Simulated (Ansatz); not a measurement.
BN: a bulk modulus from differences

It was relaxed at this level from a cell as deposited in COD.

Theory: Ansatz 0.2.0, DFT PBE, scalar-relativistic, plane waves, PAW. Cutoff 420 eV, Γ-centred 12×12×12 mesh (2-atom cell), Gaussian smearing of 0.02 eV, no spin polarisation.

```yaml
crystal:
  lattice:
    - [0.00000, 1.81233, 1.81233]
    - [1.81233, 0.00000, 1.81233]
    - [1.81233, 1.81233, 0.00000]
  atoms:
    - { symbol: B, position: [0.00000, 0.00000, 0.00000] }
    - { symbol: N, position: [0.75000, 0.75000, 0.75000] }
```

The cell was set to several volumes, with shape and atoms relaxed at each where symmetry leaves them free. Pressure is positive in compression, and energies count from the lowest row.

```tsv
row	V (Å³/atom)	P (GPa)	ΔE (meV/atom)	gap on mesh (eV)
1	5.238	60.00	121.0	4.59
2	5.417	41.65	64.7	4.56
3	5.595	?	?	?
4	5.774	11.98	6.4	4.49
5	5.953	0.00	0.0	4.46
6	6.131	-10.38	5.8	4.43
7	6.310	-19.41	22.5	4.40
8	6.548	-29.64	59.2	4.35
```

Question: Find B = −V·ΔP/ΔV from rows 4 and 6 and from rows 1 and 2, and from the two its slope B′ and its value B0 at zero pressure.

Answer: Rows 4 and 6 give −(5.774 + 6.131)/2 × (-10.38 − (11.98))/(6.131 − 5.774) = 372.8 GPa at a mean pressure of 0.80 GPa. Rows 1 and 2 give −(5.238 + 5.417)/2 × (41.65 − (60.00))/(5.417 − 5.238) = 546.1 GPa at a mean pressure of 50.83 GPa. So B′ = (546.1 − 372.8)/(50.83 − (0.80)) = 3.46 and B0 = 372.8 − 3.46 × (0.80) = 370.0 GPa. A third-order Birch–Murnaghan fit to all the energies gives B0 = 371.0 GPa and B′ = 3.7.

Question: Estimate the pressure and energy of row 3.

Answer: From row 5, V0 = 5.953 × (1 + (0.00)/370.0) = 5.953 Å³/atom. Murnaghan's form P = (B0/B′)·[(V0/V)^B′ − 1] gives (370.0/3.46) × [(5.953/5.595)^3.46 − 1] = 25.60 GPa; the computed pressure is 25.76 GPa, so the estimate is off by -0.16 GPa. The work of compression from row 4, with the mean of the two pressures, gives ΔE = 6.4 + (25.60 + 11.98)/2 × (5.774 − 5.595)/160.2 × 1000 = 27.4 meV/atom (1 eV/Å³ = 160.2 GPa); the computed value is 27.3 meV/atom.

Question: Fit the gap against pressure through the other rows and estimate it at the computed pressure of row 3.

Answer: Over the 7 rows the mean pressure is 7.7429 GPa and the mean gap is 4.469 eV. The sums of products of deviations are S_xx = 6422 and S_xy = 16.6, so the slope is 16.6/6422 = 0.002585 (r = 0.99, rms misfit 0.01 eV). At 25.76 GPa the line gives 4.469 + (0.002585) × (25.76 − 7.7429) = 4.52 eV. The computed value is 4.53 eV, so the line is off by -0.01 eV, no more than the largest miss among the fitted rows (0.02 eV).

Kohn–Sham gaps at this level usually fall short of measured ones. All volumes keep the k mesh of the relaxed cell. A structure relaxed within its symmetry needn't be a true minimum. Another cell of BN relaxed alike, in P6_3/mmc (a cell as deposited in COD), lies 77 meV/atom lower, so this cell isn't the stable form at this level.
